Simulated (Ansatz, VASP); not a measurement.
Two plane-wave programs on AgCl

Contents of POSCAR:

```
AgCl
1.0
    4.5197423908      0.0000000000      0.0000000000
   -2.2598711954      3.9142117290      0.0000000000
    0.0000000000      0.0000000000      5.7224980680
Ag Cl
2 2
Direct
    0.3333333333      0.6666666667     -0.0622203148
    0.6666666667      0.3333333333      0.4377796852
    0.3333333333      0.6666666667      0.4372203148
    0.6666666667      0.3333333333      0.9372203148
```

INCAR.step1

```
PREC = Accurate ; ENCUT = 520
ISMEAR = 0 ; SIGMA = 0.01
LREAL = F ; LASPH = T
NELM = 80 ; NBANDS = 26
GGA = PE ; ALGO = Normal
EDIFF = 1E-4 ; LWAVE = T
LCHARG = F
```

The input INCAR.step2:

```
PREC = Accurate ; ENCUT = 520
EDIFF = 1E-6 ; ISMEAR = 0
SIGMA = 0.01 ; LREAL = F
LASPH = T ; NELM = 80
ALGO = Normal ; ISIF = 2
LWAVE = F ; LCHARG = T
METAGGA = R2SCAN ; LMIXTAU = T
LELF = T ; LVHAR = T
NBANDS = 26 ; ISTART = 1
```

File KPOINTS:

```
Automatic mesh
0
Gamma
  6 6 4
```

Input for Ansatz:

```yaml
crystal:
  lattice:
    - [4.5197423908, 0.0, 0.0]
    - [-2.2598711954, 3.914211729, 0.0]
    - [0.0, 0.0, 5.722498068]
  atoms:
    - { symbol: Ag, position: [0.3333333333, 0.6666666667, -0.0622203148] }
    - { symbol: Ag, position: [0.6666666667, 0.3333333333, 0.4377796852] }
    - { symbol: Cl, position: [0.3333333333, 0.6666666667, 0.4372203148] }
    - { symbol: Cl, position: [0.6666666667, 0.3333333333, 0.9372203148] }
kpoints:
  mp_grid: { grid: [6, 6, 4] }
  band_path:
    path:
      - [0.0, 0.0, 0.0]
      - [0.5, 0.0, 0.0]
      - [0.3333333333, 0.3333333333, 0.0]
      - [0.0, 0.0, 0.5]
      - [0.5, 0.0, 0.5]
      - [0.3333333333, 0.3333333333, 0.5]
    npoints: 1
hamiltonian:
  xc: r2scan
scf:
  occupations: { method: fixed }
  n_extra_bands: 5
output:
  forces: true
  stress: true
  eigenvalues: true
```

The cell was built by a generator and needn't be a form met in nature.

Alike in both runs: task single point; functional r2SCAN; k mesh 6 × 6 × 4; no spin polarisation.

|  | VASP | Ansatz |
| --- | --- | --- |
| version | VASP 6.6.1 | Ansatz 0.2.0 |
| potentials or method | VASP PAW PBE potentials, release 64 (Ag, Cl) | plane waves, PAW |
| plane-wave cutoff (eV) | 520 | 500 |
| occupations | gaussian, width 0.01 eV | fixed |
| valence electrons in the cell | 36 | 52 |

```csv
,VASP,Ansatz,Ansatz less VASP
gap on the k mesh at the Fermi level (eV),1.77,1.81,+0.047
pressure (GPa),-0.1,0.0,+0.08
```

The two sets of potentials don't hold the same shells in valence.

Caveats: the PAW data sets were made with another functional, which shifts forces and pressure a little (VASP). r2SCAN opens gaps a little over a GGA but as a rule still falls short of measured ones. A k mesh can miss the band edges.
